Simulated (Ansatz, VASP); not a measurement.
# One calculation of InP, two programs

The input INCAR:

```
SYSTEM = InP
  ALGO = Normal
  EDIFF = 1E-6
  EDIFFG = -0.01
  ENCUT = 600
  GGA = PE
  IBRION = 2
  ISIF = 3
  ISMEAR = -1
  IVDW = 13
  LASPH = .True.
  LCHARG = .False.
  LREAL = .False.
  LWAVE = .False.
  NELM = 100
  NSW = 60
  PREC = Accurate
  SIGMA = 0.05
```

The input KPOINTS:

```
k-points
0
Gamma
  8 8 8
  0 0 0
```

The input POSCAR:

```
InP
1.0
    0.0000000000      2.7688340000      2.7688340000
    2.7688340000      0.0000000000      2.7688340000
    2.7688340000      2.7688340000      0.0000000000
In P
1 1
Direct
    0.0000000000      0.0000000000      0.0000000000
    0.5000000000      0.5000000000      0.5000000000
```

The input input.yaml:

```yaml
crystal:
  lattice:
    - [0.0, 2.768834, 2.768834]
    - [2.768834, 0.0, 2.768834]
    - [2.768834, 2.768834, 0.0]
  atoms:
    - { symbol: In, position: [0.0, 0.0, 0.0] }
    - { symbol: P, position: [0.5, 0.5, 0.5] }
hamiltonian:
  xc: pbe
  pseudopotentials: { kind: paw }
  dispersion: d4
kpoints:
  mp_grid: { grid: [8, 8, 8] }
scf:
  occupations: { method: fermi_dirac, width: 0.05 }
output:
  forces: true
  stress: true
  eigenvalues: true
  write_density: true
  write_potential: true
  elf: true
  volumetric_format: npy
relax:
  f_tol: 0.01
  max_steps: 40
  cell: { stress_tol: 0.05 }
```

Measurements of this composition are mostly on another form, of space group No. 216.

Alike in both runs: task relaxation of cell and atoms; functional PBE; dispersion D4; k mesh 8 × 8 × 8; occupations fermi-dirac, width 0.05 eV; no spin polarisation.

|  | VASP | Ansatz |
| --- | --- | --- |
| version | VASP 6.6.1 | Ansatz 0.2.0 |
| potentials or method | VASP PAW PBE potentials, release 64 (In_d, P) | Ansatz PAW |
| plane-wave cutoff (eV) | 600 | 420 |
| valence electrons in the cell | 18 | 18 |

|  | VASP | Ansatz | Ansatz less VASP |
| --- | --- | --- | --- |
| gap on the k mesh at the Fermi level, each at its own relaxed structure (eV) | none | none | - |
| relaxed volume (Å³/atom) | 20.42 | 20.42 | 0.000 |
| relaxed cell length with the largest relative difference (Å) | 3.866 | 3.866 | 0.0000 |
| energy change over the relaxation (meV/atom) | -8 | -8 | -0.1 |

A gap of «none» marks a metal or a gap that the smearing closes.

Caveats: pairwise dispersion overbinds metals, which lowers pressure and volume; the plane-wave basis is chosen anew once the cell has moved, so the energies of steps on either side of that aren't comparable (Ansatz).
